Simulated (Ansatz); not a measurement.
## Sn: tetragonal deformation path

Method: DFT r2SCAN, scalar-relativistic, plane waves, PAW in Ansatz 0.2.0. Settings: plane waves to 500 eV, k-mesh 24×24×24 (Γ-centred), Methfessel–Paxton smearing 0.1 eV. No spin polarisation. Energies are free energies at this smearing, counted from the undisturbed cell; pressure is positive in compression.

The undisturbed cell (as given, not relaxed at this level; it stands at -2.8 GPa; this form isn't the usual structure):

```yaml
crystal:
  lattice:
    - [-1.59075, 1.59075, 2.91565]
    - [1.59075, -1.59075, 2.91565]
    - [1.59075, 1.59075, -2.91565]
  atoms:
    - { symbol: Sn, position: [0.00000, 0.00000, 0.00000] }
```

At fixed volume and fractional coordinates, lengths along (0.000, 0.000, 1.000) are scaled against those across it; ρ is that ratio over its starting value. The cell is metallic on the mesh throughout.

| ρ | ΔE (meV/atom) | pressure (GPa) |
| --- | --- | --- |
| 0.800 | -9.2 | -3.3 |
| 0.850 | -9.7 | -3.3 |
| 0.920 | -7.0 | -3.2 |
| 0.960 | -4.3 | -3.0 |
| 1.000 | 0.0 | -2.8 |
| 1.050 | 8.9 | -2.4 |
| 1.100 | 22.6 | -1.8 |
| 1.200 | 67.3 | -0.1 |
| 1.300 | 138.5 | 1.9 |

Cost: 9 runs of about 5.8 core-minutes in all, on Intel Xeon Processor @ 2.70GHz (shared hosts).